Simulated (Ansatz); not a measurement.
Runs of Ansatz 0.2.0 on Mg. The structure is hexagonal, space group P6_3/mmc (No. 194). Conventional cell: a = 3.209 Å, b = 3.209 Å, c = 5.210 Å, α = 90.00°, β = 90.00°, γ = 120.00°. Around Mg (site symmetry -6m2) lie 12 Mg at 3.20 to 3.21 Å. 

```tsv
level	pressure (GPa)	relaxed volume (Å³/atom)
revPBE	0.0	(b)
PBEsol	0.0	22.56
RPBE	0.0	(a)
BLYP	0.0	23.59
LDA	0.0	21.70
```

Alike in all rows: task relaxation of cell and atoms; potentials or basis all-electron LAPW, scalar-relativistic; no spin polarisation; cell relaxed; k mesh 10 × 10 × 5; smearing fermi-dirac 0.05 eV; basis error allowed 0.001 eV/atom.

Q: Estimate the missing entries.

A: (a) 23.75; (b) 23.62.

Runs at the PBE level aren't shown here.
